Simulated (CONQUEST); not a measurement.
# Hf under changes of volume

One of the cells (23.523 Å³/atom); the others are scaled copies at fixed shape and fractional positions:

```xyz
2
Lattice="3.6100 0.0000 0.0000 0.0000 3.6100 0.0000 0.0000 0.0000 3.6100" Properties=species:S:1:pos:R:3 pbc="T T T"
Hf    0.0000    0.0000    0.0000
Hf    1.8050    1.8050    1.8050
```

This isn't the form of Hf at room conditions, which is hcp.

- Program: CONQUEST 1.3
- Functional: PBE
- Potentials or basis: PseudoDojo NC PBE, DZP, grid of 36 × 36 × 36 points
- k mesh: 7 × 7 × 7
- Occupations: fermi-dirac, width 0.05 eV
- Spin: no spin polarisation

| volume (Å³/atom) | energy over the lowest point (meV/atom) | pressure (GPa) |
| --- | --- | --- |
| 22.112 | 1.25 | 1.3 |
| 22.582 | 0.00 | -0.7 |
| 23.052 | 5.74 | -3.0 |
| 23.523 | ? | ? |
| 23.993 | 34.25 | -6.4 |
| 24.464 | 55.29 | -7.8 |
| 24.934 | 80.59 | -9.5 |

What does the run at 23.523 Å³/atom give?

Energy over the lowest point 17.27 meV/atom; pressure -4.9 GPa.

Worked out: A Birch-Murnaghan fit of order 3 (a polynomial in V^(-2/3)) to the other rows has its minimum at 22.42 Å³/atom with B0 = V·E''(V) = 117 GPa and B' = 5.7. It gives 17.37 meV/atom at 23.523 Å³/atom, against the run's 17.27, and -dE/dV = -4.9 GPa, against -4.9.

Energies are extrapolated to zero smearing.

Caveats: the basis of atomic orbitals isn't converged, which shifts pressures, moduli and gaps.
